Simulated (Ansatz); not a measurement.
Random displacements in BN

Computed with DFT PBE+D3(BJ), scalar-relativistic, plane waves, PAW in Ansatz 0.2.0. Settings: plane waves to 420 eV, k-mesh 6×6×6 (Γ-centred), Gaussian smearing 0.05 eV. No spin polarisation. Energies are free energies at this smearing, counted from the undisturbed cell; pressure is positive in compression.

Zero of the scan (relaxed at this level; this form isn't the usual structure):

```
CELL_PARAMETERS angstrom
0.00000 0.00000 4.33766
2.50768 3.33948 2.16883
-2.50768 3.33948 2.16883
ATOMIC_POSITIONS crystal
B 0.50011 0.75000 0.25000
B 0.50011 0.25000 0.75000
B 0.00011 0.50000 0.50000
B 0.00011 0.00000 0.00000
N 0.16659 0.75000 0.25000
N 0.16659 0.25000 0.75000
N 0.66659 0.50000 0.50000
N 0.66659 0.00000 0.00000
```

The atoms are displaced (Å, in the unstrained cell):

```
atom ux uy uz
  B1  -0.143  -0.264   0.008
  B2   0.114   0.201   0.198
  B3   0.255  -0.574  -0.359
  B4   0.143   0.346   0.221
  N5   0.050   0.022   0.153
  N6   0.476  -0.011   0.085
  N7  -0.181  -0.040   0.228
  N8  -0.714   0.320  -0.535
```

Strain (Voigt, engineering shear): (0.0058, -0.0040, 0.0120, -0.0072, -0.0002, 0.0091).

(1) What are the energy change, the stress and the forces?

Answers

(1) ΔE = 4216.3 meV/atom; stress (xx, yy, zz, yz, xz, xy; compression positive) (104.72, 67.93, 75.54, -9.17, 59.10, 68.04) GPa.
```tsv
atom	Fx (eV/Å)	Fy	Fz
B1	-57.77	-46.96	-13.09
B2	-5.59	0.91	-9.88
B3	6.92	-8.25	24.41
B4	0.10	-2.05	1.68
N5	3.46	-2.05	-11.07
N6	-8.91	0.89	2.39
N7	-4.40	7.77	-16.22
N8	66.18	49.75	21.78
```

Cost: 1 run of about 0.36 core-minutes, on Intel Xeon Platinum 8259CL (Skylake/Cascade Lake) (shared hosts).